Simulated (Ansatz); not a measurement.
Input, command and steps of an Ansatz relaxation.

```yaml
crystal:
  lattice:
    - [1.5058367499, 0.8693952529, 5.4695008077]
    - [-1.5058367499, 0.8693952529, 5.4695008077]
    - [0.0, -1.7387905058, 5.4695008077]
  atoms:
    - { symbol: W, position: [0.0005862065, 0.0005862065, 0.0005862065] }
    - { symbol: S, position: [0.4275073151, 0.4275073151, 0.4275073151] }
    - { symbol: S, position: [0.2406064785, 0.2406064785, 0.2406064785] }
basis:
  ecutwfc: 420
kpoints:
  mp_grid: { grid: [12, 12, 12] }
hamiltonian:
  xc: pbe
scf:
  occupations: { method: gaussian, width: 0.02 }
output:
  forces: true
  stress: true
  eigenvalues: true
relax:
  adjacent_minimum: "off"
  f_tol: 0.008
  max_steps: 50
  cell: { stress_tol: 0.08, p_target: 30.0 }
```

```bash
ansatz run input.yaml --threads 1 --pin off --max-ram 2560MiB --backend cpu --events-out ev --progress --plain --runs-dir out
```

Method: Ansatz 0.2.0, DFT PBE, scalar-relativistic, plane waves, PAW.

Of 6 frames 5 are shown, positions in Å and forces in eV/Å; the SCF threshold varies from step to step. Steps run on the plane waves of an earlier cell, with a Pulay correction in the pressure. The basis is chosen afresh for the last frame, the zero of the energies, and at times for earlier ones too; energy and pressure step there, also at an unchanged geometry. The relaxation lowers the enthalpy F + PV at the target pressure, so the free energy itself can rise.

```xyz
3
Lattice="1.5058 0.8694 5.4695 -1.5058 0.8694 5.4695 0.0000 -1.7388 5.4695" Properties=species:S:1:pos:R:3:forces:R:3 pbc="T T T" step=1 free_energy_over_end_meV_per_atom=8.33 pressure_GPa=37.04
W     0.0000    0.0000    0.0096    0.0000    0.0000   -0.0028
S     0.0000    0.0000    7.0148    0.0000    0.0000    1.5822
S     0.0000    0.0000    3.9480    0.0000    0.0000   -1.5794
3
Lattice="1.5045 0.8686 5.2442 -1.5045 0.8686 5.2442 0.0000 -1.7372 5.2442" Properties=species:S:1:pos:R:3:forces:R:3 pbc="T T T" step=2 free_energy_over_end_meV_per_atom=110.27 pressure_GPa=33.69
W     0.0000    0.0000    0.0090    0.0000    0.0000   -0.2020
S     0.0000    0.0000    6.8499    0.0000    0.0000   -0.6476
S     0.0000    0.0000    3.6616    0.0000    0.0000    0.8495
3
Lattice="1.5194 0.8772 5.3758 -1.5194 0.8772 5.3758 0.0000 -1.7544 5.3758" Properties=species:S:1:pos:R:3:forces:R:3 pbc="T T T" step=3 free_energy_over_end_meV_per_atom=-24.71 pressure_GPa=27.65
W     0.0000    0.0000    0.0073    0.0000    0.0000    0.0319
S     0.0000    0.0000    6.9627    0.0000    0.0000   -0.0536
S     0.0000    0.0000    3.8144    0.0000    0.0000    0.0218
3
Lattice="1.5084 0.8709 5.3926 -1.5084 0.8709 5.3926 0.0000 -1.7417 5.3926" Properties=species:S:1:pos:R:3:forces:R:3 pbc="T T T" step=4 free_energy_over_end_meV_per_atom=4.75 pressure_GPa=30.63
W     0.0000    0.0000    0.0077    0.0000    0.0000    0.0118
S     0.0000    0.0000    6.9851    0.0000    0.0000    0.0302
S     0.0000    0.0000    3.8253    0.0000    0.0000   -0.0419
3
Lattice="1.5116 0.8727 5.3785 -1.5116 0.8727 5.3785 0.0000 -1.7455 5.3785" Properties=species:S:1:pos:R:3:forces:R:3 pbc="T T T" step=6 free_energy_over_end_meV_per_atom=0.00 pressure_GPa=29.98
W     0.0000    0.0000    0.0078    0.0000    0.0000    0.0017
S     0.0000    0.0000    6.9688    0.0000    0.0000    0.0010
S     0.0000    0.0000    3.8133    0.0000    0.0000   -0.0027
```

The run took 23 s on 1 thread of AMD EPYC 9R45 96-Core Processor (Zen 5), on a shared host, peak memory 0.52 GiB.

Spin–orbit coupling is left out, which can shift energies with elements as heavy as these. The cell holds layers, and where no dispersion correction was added their binding is poorly described.